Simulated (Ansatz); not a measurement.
# BeTe (F-43m) in Ansatz: a series of runs

Aim: see how the results for BeTe move with the level of theory and the settings. Levels: PBEsol, HSE06, PBE0. Tasks: single point.

Everything below comes from runs of Ansatz 0.2.0. Logs are shortened: lines on timing, memory, paths and dates and some standing lists are left out, and cuts for length are marked.

## Step 1: The crystal as given

It takes space group F-43m (No. 216, cubic). The conventional cell has a = 5.540 Å, b = 5.540 Å, c = 5.540 Å, α = 90.00°, β = 90.00°, γ = 90.00°. Te (site symmetry -43m) has 4 Be at 2.40 Å as nearest neighbours. Be (site symmetry -43m) has 4 Te at 2.40 Å as nearest neighbours.

## Step 2: Single point, PBEsol

input.yaml reads:

```yaml
crystal:
  lattice:
    - [0.0, 2.77, 2.77]
    - [2.77, 0.0, 2.77]
    - [2.77, 2.77, 0.0]
  atoms:
    - { symbol: Te, position: [0.75, 0.75, 0.75] }
    - { symbol: Be, position: [0.0, 0.0, 0.0] }
kpoints:
  mp_grid: { grid: [6, 6, 6] }
scf:
  occupations: { method: fermi_dirac, width: 0.05 }
hamiltonian:
  xc: pbesol
  pseudopotentials: { kind: all_electron, datasets: crystal }
output:
  forces: true
  stress: true
  eigenvalues: true
```

Potentials or basis: all-electron PAW datasets made for the crystal.

Started as:

```sh
> ansatz run input.yaml --threads 2 --pin off --max-ram 8192MiB --backend cpu --events-out ev --progress --plain --runs-dir out
```

The log of the run:

```text
Warning: RAYON_NUM_THREADS=2 ignored (pool sized by the plan → 2); use --threads N
hamiltonian.pseudopotentials.datasets: crystal makes datasets for this crystal and solves the spheres of its atoms anew in each pass: cutoff 180.0 eV, the density's 900.0 eV; for an error of 0.50 meV an atom under PBE, 1.0 meV for the cell; an energy difference from a run of another recipe may be off by several times the error for the cell, under r2SCAN by more, where some 0.1 meV an atom stays at smaller errors; Be in spheres of 1.111 Å, 2 of its electrons in bands; Te in spheres of 1.286 Å, 6 of its electrons in bands, 10 on its site; only band paths and densities of states list, in semicore columns, the levels of the semicore shells that are solved separately: 4d of Te
Engine: ansatz 0.2.0, x86_64-unknown-linux-gnu
Pseudopotentials: kind: all_electron
Pseudopotential: Te, paw, valence charge 16, recommended cutoff 180 eV (normal), crystal/all_electron/pbesol/scalar/gaussian/Te, Koelling and Harmon's equation, gaussian nucleus
Pseudopotential: Be, paw, valence charge 2, recommended cutoff 180 eV (normal), crystal/all_electron/pbesol/scalar/gaussian/Be, Koelling and Harmon's equation, gaussian nucleus
Functional definition: PBEsol
  exchange = pbesol_x
  correlation = pbesol_c
Crystal: 2 atoms, lattice volume = 42.508 Å³
Basis set: ecut = 180 eV, 259 PW (Γ), exchange–correlation on 40×40×40 points (8 copies of the dense FFT grid, shifted against one another)
Bands: 8, of which v1, the nominal top of the filled ones, is band 4 counted from 1 (3 counted from 0)
Symmetry: 24 space group operations
Space group: F-43m (ITA 216), of the structure as read, at distance tolerance 3.5e-5 Å
k-points: 16 of 216 (time reversal used)
Non-local potential: Te, projectors of the file, l = 0: 1, l = 1: 1
Non-local potential: Be, projectors of the file, l = 0: 1, l = 1: 1
PAW form: soft (Blöchl's): semilocal exchange-correlation on the pseudo side does not see the compensation charge
PAW one-centre angular grid: Te, 110 points (default); XC on its mesh's 1833 points in the sphere
PAW one-centre angular grid: Be, 110 points (default); XC on its mesh's 2029 points in the sphere
Initial density: superposition of atomic densities (neutral atoms: chi_scale 0, normalization atom)
Initial wavefunctions: pseudopotential atomic-orbital guess
Functional: x = pbesol(κ = 0.804, μ = 0.12345679012345678), c = pbesol(β = 0.046)
iter 1 solved again at ethr=8.34e-3 eV; its pass at ethr=1.00e-1 eV (dr2=6.67e-1 eV) is discarded
SCF iter   1: F=—  HF=-185206.183750 eV  |F-HF|=—  |Δ(HF+E_count)|=         —  Δρ=3.19e-2  dr2=5.18e-1  ethr=8.34e-3  ⟨swp⟩=4.3  Hψ=999  notcnv=0
preconditioner: auto → none  [insulator: Δε(μ)=1.871 eV  Ē_g=10.538 eV  σ=0.050 eV  W_gap=1.00  n_scr=8 (ndim 8)  ℏωp=16.1 eV  f_vac=0.002  D(μ)=0.00/eV (n_scr^D=0)  ε∞_Penn≈3.3]
SCF iter   2: F=—  HF=-185206.118454 eV  |F-HF|=—  |Δ(HF+E_count)|=   6.53e-2  Δρ=1.27e-2  dr2=5.82e-2  ethr=6.48e-3  ⟨swp⟩=2.4  Hψ=263  notcnv=0
iter 3 solved again at ethr=2.26e-5 eV; its pass at ethr=7.27e-4 eV (dr2=1.80e-3 eV) is discarded
SCF iter   3: F=—  HF=-185206.135614 eV  |F-HF|=—  |Δ(HF+E_count)|=   1.72e-2  Δρ=2.15e-3  dr2=1.82e-3  ethr=2.26e-5  ⟨swp⟩=2.0  Hψ=602  notcnv=0
SCF iter   4: F=—  HF=-185206.136234 eV  |F-HF|=—  |Δ(HF+E_count)|=   6.20e-4  Δρ=4.92e-4  dr2=6.04e-5  ethr=2.26e-5  ⟨swp⟩=2.7  Hψ=204  notcnv=0
SCF iter   5: F=—  HF=-185206.136300 eV  |F-HF|=—  |Δ(HF+E_count)|=   6.53e-5  Δρ=1.75e-4  dr2=1.73e-5  ethr=7.55e-7  ⟨swp⟩=3.0  Hψ=334  notcnv=0
SCF iter   6: F=—  HF=-185206.136301 eV  |F-HF|=—  |Δ(HF+E_count)|=   1.24e-6  Δρ=1.61e-5  dr2=7.24e-8  ethr=2.16e-7  ⟨swp⟩=2.6  Hψ=203  notcnv=0
SCF iter   7: F=-185206.136301 eV  HF=-185206.136301 eV  |F-HF|=1.41e-8  |Δ(HF+E_count)|=   8.59e-9  Δρ=6.02e-6  dr2=1.78e-8  ethr=9.05e-10  ⟨swp⟩=3.0  Hψ=247  notcnv=0
SCF 1 converged in 7 iterations: F = -185206.136293 eV  dr2 = 1.78e-8
  Residual-converged pass: ⟨swp⟩=3.1  Hψ=253  notcnv=0  max |occ|·‖R‖ = 4.6e-6 eV (tolerance 5.3e-6 eV)  dr2=1.89e-8  dr2_onsite=4.22e-8  max |Δocc| = 1.1e-12
SCF converged after 7 iterations
Free energy (F): -185206.136293 eV
Harris-Foulkes:  -185206.136293 eV  (|F-HF|=1.41e-8)
Internal energy: -185206.136293 eV  (E = F + TS)
E sigma→0 (E₀):  -185206.136293 eV
Past the cutoff: the bands carry plane waves up to 1.75 times it, of which those up to 1.5 times it add -0.000214 eV an atom, each by itself; the spheres take 0.000129 eV an atom off the energy for waves past 1.75 times it
By the cutoff:   a pressure is off by up to 0.005 GPa (1.2 times the spheres' own share and the shells' term, over an atom's volume, and 0.004 GPa: a bound that held against runs at twice the plane waves)
Past the cutoffs: a stress includes 0.0012 GPa for waves and charges beyond them, in addition to the slope of what the spheres take
In the spheres:  the bands' charges fall short by 2.6e-7 e at most (sound up to 1e-3), those of shells solved beside the bands by 5.1e-7 e (sound up to 5e-4)
Fermi energy:    10.564030 eV
--- Per-component energies (eV) ---
  E_band       = 36.741291
  E_kinetic    = 93.258309
  E_local      = -1631.487181  (includes V_loc(G=0)·N_el)
  E_nonlocal   = 14.096241
  E_hartree    = 740.804377
  E_xc         = -116.805727
  E_vxc        = -128.198501  (∫ρ·V_xc dr)
  E_paw        = -187480.691526  (= ΣΔE_a)
  E_vpaw       = -4583.137262  (= ΣTr[D̂ρ^β])
  E_ewald      = -1615.915793
  E_smearing   = -0.000000  (= −TS)
  E_closure    = 4790.605007  (closes the sum)
  Σ components = -185206.136293   (vs F -185206.136293, Δ=0.00e0)
  The terms above E_closure are by the made datasets' own strengths, without shells solved beside the bands.
--- Forces (eV/Å), atoms counted from 1 ---
  atom   1  Te     0.00000000     0.00000000    -0.00000000
  atom   2  Be    -0.00000000     0.00000000     0.00000000
  max |Σ_I F_I| component: 1.73e-16 eV/Å
--- Stress (GPa, compression-positive) ---
        2.293674       0.000000      -0.000000
       -0.000000       2.293674       0.000000
       -0.000000       0.000000       2.293674
  P = ⅓ Tr σ = 2.2937 GPa (22.937 kbar)
  It holds what live shells' own plane waves past their cutoff add
--- Band table (eV; the first three rows and the last of 16) ---
  k-point 0: bands = ["-2.9783", "9.6913", "9.6913", "9.6913", "13.2671", "13.2671"]
  k-point 1: bands = ["-2.7003", "7.5836", "9.2786", "9.2786", "13.2201", "13.8476"]
  k-point 2: bands = ["-1.9964", "4.9739", "8.7010", "8.7010", "12.9683", "14.3020"]
  k-point 15: bands = ["-0.9383", "4.6698", "6.0513", "6.3531", "13.3010", "13.9280"]
```

Wall time 1.4 s (2 threads of Intel Xeon 6975P-C (Granite Rapids), shared host); peak memory 0.39 GiB.

What came out:

| Item | Value |
| --- | --- |
| Free energy | -185206.1363 eV |
| Pressure | 2.3 GPa |
| Band gap on the k mesh | 1.75 eV, indirect (least direct gap 3.58 eV) |

Levels at points of the mesh, in eV from the valence-band top:
```
             k point  band 1  band 2  band 3  band 4  band 5  band 6
  (0.00, 0.00, 0.00)  -12.67    0.00    0.00    0.00    3.58    3.58
 (0.00, 0.00, -0.50)  -11.20   -5.89   -1.22   -1.22    3.18    4.56
(0.00, -0.50, -0.50)  -10.66   -5.39   -2.84   -2.84    1.75    2.56
```

Caveat: spin-orbit coupling is left out, which moves the levels of the heavy elements.

## Step 3: Single point, HSE06

input.yaml: that of step 2 with these lines changed.

```diff
@@ -13,3 +13,3 @@
 hamiltonian:
-  xc: pbesol
+  xc: hse06
   pseudopotentials: { kind: all_electron, datasets: crystal }
@@ -18,2 +18 @@
   stress: true
-  eigenvalues: true
```

Potentials or basis: all-electron PAW datasets made for the crystal.

Started as:

```sh
> ansatz run input.yaml --threads 2 --pin off --max-ram 8192MiB --backend cpu --events-out ev --progress --plain --runs-dir out
```

The log of the run:

```text
Warning: RAYON_NUM_THREADS=2 ignored (pool sized by the plan → 2); use --threads N
hamiltonian.pseudopotentials.datasets: crystal makes datasets for this crystal and solves the spheres of its atoms anew in each pass: cutoff 270.0 eV, the density's 1080.0 eV;, for an error of 0.50 meV an atom under PBE, 1.0 meV for the cell; an energy difference from a run of another recipe may be off by several times the error for the cell, under r2SCAN by more, where some 0.1 meV an atom stays at smaller errors; Be in spheres of 1.021 Å, 2 of its electrons in bands; Te in spheres of 1.376 Å, 16 of its electrons in bands
Engine: ansatz 0.2.0, x86_64-unknown-linux-gnu
Pseudopotentials: kind: all_electron
Pseudopotential: Te, paw, valence charge 16, recommended cutoff 270 eV (normal), crystal/all_electron/pbe/scalar/gaussian/Te, Koelling and Harmon's equation, gaussian nucleus
Pseudopotential: Be, paw, valence charge 2, recommended cutoff 270 eV (normal), crystal/all_electron/pbe/scalar/gaussian/Be, Koelling and Harmon's equation, gaussian nucleus
Functional definition: HSE06
  parameter a = 0.25
  parameter omega = 0.11/bohr
  exchange = pbe_x - a*pbe_x_sr(omega) + a*exact_x_sr(omega)
  correlation = pbe_c
Crystal: 2 atoms, lattice volume = 42.508 Å³
Basis set: ecut = 270 eV, 411 PW (Γ), exchange–correlation on 48×48×48 points (8 copies of the dense FFT grid, shifted against one another)
Bands: 13, of which v1, the nominal top of the filled ones, is band 9 counted from 1 (8 counted from 0)
Symmetry: 24 space group operations
Space group: F-43m (ITA 216), of the structure as read, at distance tolerance 3.5e-5 Å
k-points: 16 of 216 (time reversal used)
Non-local potential: Te, projectors of the file, l = 0: 1, l = 1: 1, l = 2: 2
Non-local potential: Be, projectors of the file, l = 0: 1, l = 1: 1
PAW form: soft (Blöchl's): semilocal exchange-correlation on the pseudo side does not see the compensation charge
PAW one-centre angular grid: Te, 590 points (default); XC on its mesh's 1857 points in the sphere
PAW one-centre angular grid: Be, 110 points (default); XC on its mesh's 2001 points in the sphere
[... 27 lines left out ...]
Past the cutoffs: a stress includes 0.0005 GPa for waves and charges beyond them, in addition to the slope of what the spheres take
In the spheres:  the bands' charges fall short by 1.4e-5 e at most (sound up to 1e-3)
Fermi energy:    10.606620 eV
--- Per-component energies (eV) ---
  E_band       = -262.834392
  E_kinetic    = 125.485694
  E_local      = -1507.799938  (includes V_loc(G=0)·N_el)
  E_nonlocal   = -57.348675
  E_hartree    = 701.838011
  E_xc         = -75.388325
  E_vxc        = -94.920324  (∫ρ·V_xc dr)
  E_exx        = -48.075850  (= α·E_x^exact, valence–valence)
  E_paw        = -187285.165396  (= ΣΔE_a)
  E_vpaw       = -4511.272195  (= ΣTr[D̂ρ^β])
  E_ewald      = -1615.915793
  E_smearing   = -0.000000  (= −TS)
  E_closure    = 4475.495174  (closes the sum)
  Σ components = -185286.875098   (vs F -185286.875098, Δ=0.00e0)
  The terms above E_closure are by the made datasets' own strengths, without shells solved beside the bands.
--- Forces (eV/Å), atoms counted from 1 ---
  atom   1  Te     0.00000000    -0.00000000    -0.00000000
  atom   2  Be    -0.00000000     0.00000000     0.00000000
  max |Σ_I F_I| component: 1.62e-16 eV/Å
--- Stress (GPa, compression-positive) ---
        3.285516      -0.000000      -0.000000
       -0.000000       3.285516       0.000000
       -0.000000       0.000000       3.285516
  P = ⅓ Tr σ = 3.2855 GPa (32.855 kbar)
--- Band table (eV; the first three rows and the last of 16) ---
  k-point 0: bands = ["-29.3342", "-29.3342", "-29.3342", "-29.3146", "-29.3146", "-4.5129", "9.3431", "9.3431", "9.3431", "13.7658"]
  k-point 1: bands = ["-29.3335", "-29.3331", "-29.3331", "-29.3144", "-29.3144", "-4.2008", "7.1091", "8.9086", "8.9086", "13.7686"]
  k-point 2: bands = ["-29.3320", "-29.3311", "-29.3311", "-29.3137", "-29.3137", "-3.4050", "4.2096", "8.2784", "8.2784", "13.4988"]
  k-point 15: bands = ["-29.3333", "-29.3277", "-29.3250", "-29.3160", "-29.3118", "-2.1886", "3.7907", "5.4062", "5.7620", "13.8215"]
```

Run time: 35 s. Hardware: 2 threads of Intel Xeon 6975P-C (Granite Rapids), shared host; peak memory 0.7 GiB.

Results:

```yaml
Free_energy: -185286.8751 eV
Pressure: 3.3 GPa
Band_gap_on_the_k_mesh: 2.53 eV, indirect (least direct gap 4.42 eV)
```

Levels at points of the mesh, in eV from the valence-band top:
| k point | band 6 | band 7 | band 8 | band 9 | band 10 |
| --- | --- | --- | --- | --- | --- |
| (0.00, 0.00, 0.00) | -13.86 | 0.00 | 0.00 | 0.00 | 4.42 |
| (0.00, 0.00, -0.50) | -12.19 | -6.45 | -1.31 | -1.31 | 4.05 |
| (0.00, -0.50, -0.50) | -11.57 | -5.95 | -3.08 | -3.08 | 2.53 |

Caveat: spin-orbit coupling is left out, which moves the levels of the heavy elements.

(Part 1 of 2 ends here.)
